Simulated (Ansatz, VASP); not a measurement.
**CaB2: VASP beside Ansatz**

INCAR

```
SYSTEM = CaB2
PREC = Accurate
ENCUT = 520
EDIFF = 1E-7
ISMEAR = -1
SIGMA = 0.05
LREAL = .False.
LASPH = .True.
NELM = 100
ALGO = Normal
ISIF = 2
LWAVE = .False.
LCHARG = .False.
GGA = PE
NBANDS = 15
```

The input KPOINTS:

```
regular mesh
0
Gamma
  9 9 7
  0 0 0
```

POSCAR

```
CaB2
1.0
    3.2264302843      0.0000000000      0.0000000000
   -1.6132151421      2.7941705897      0.0000000000
    0.0000000000      0.0000000000      4.0673920000
Ca B
1 2
Direct
    0.0000000000      0.0000000000      0.0000000000
    0.6666666667      0.3333333333      0.5000000000
    0.3333333333      0.6666666667      0.5000000000
```

input.yaml

```yaml
crystal:
  lattice:
    - [3.2264302843, 0.0, 0.0]
    - [-1.6132151421, 2.7941705897, 0.0]
    - [0.0, 0.0, 4.067392]
  atoms:
    - { symbol: Ca, position: [0.0, 0.0, 0.0] }
    - { symbol: B, position: [0.6666666667, 0.3333333333, 0.5] }
    - { symbol: B, position: [0.3333333333, 0.6666666667, 0.5] }
hamiltonian:
  xc: pbe
  pseudopotentials: { kind: paw }
kpoints:
  mp_grid: { grid: [9, 9, 7] }
scf:
  occupations: { method: fermi_dirac, width: 0.05 }
output:
  forces: true
  stress: true
  eigenvalues: true
```

The cell comes from a database or a generator and needn't be the stable form of this composition.

Alike in both runs: task single point; functional PBE; k mesh 9 × 9 × 7; occupations fermi-dirac, width 0.05 eV; no spin polarisation.

|  | VASP | Ansatz |
| --- | --- | --- |
| version | VASP 6.6.1 | Ansatz 0.2.0 |
| potentials or method | VASP PAW PBE potentials, release 64 (Ca_sv, B) | Ansatz PAW |
| plane-wave cutoff (eV) | 520 | 420 |
| valence electrons in the cell | 16 | 16 |

|  | VASP | Ansatz | Ansatz less VASP |
| --- | --- | --- | --- |
| gap on the k mesh at the Fermi level (eV) | none | none | - |
| pressure (GPa) | -0.1 | -0.4 | -0.29 |
| largest component of the traceless stress (GPa) | 0.62 | 0.48 | -0.142 |

A gap of «none» marks a metal or a gap that the smearing closes.
